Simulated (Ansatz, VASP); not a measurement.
# Two plane-wave programs on MgO

```
CELL_PARAMETERS angstrom
2.93802 0.00000 0.00000
-1.46901 2.54440 0.00000
0.00000 0.00000 2.67968
ATOMIC_POSITIONS crystal
Mg 0.00000 0.00000 0.00000
O 0.33333 0.66667 0.50000
```

Measurements of this composition are mostly on another form, of space group No. 225.

Alike in both runs: task single point; functional LDA; k mesh 6 × 6 × 6; no spin polarisation.

|  | VASP | Ansatz |
| --- | --- | --- |
| version | VASP 6.6.1 | Ansatz 0.2.0 |
| potentials or method | VASP PAW LDA potentials, release 64 (Mg, O) | plane waves, PAW |
| plane-wave cutoff (eV) | 520 | 517 |
| occupations | gaussian, width 0.01 eV | fixed |
| valence electrons in the cell | 8 | 16 |

```tsv
	VASP	Ansatz	Ansatz less VASP
gap on the k mesh at the Fermi level (eV)	2.94	2.95	+0.003
```

The two sets of potentials don't hold the same shells in valence.

A k mesh can miss the band edges. As with any semilocal functional, this LDA gap is likely too small.
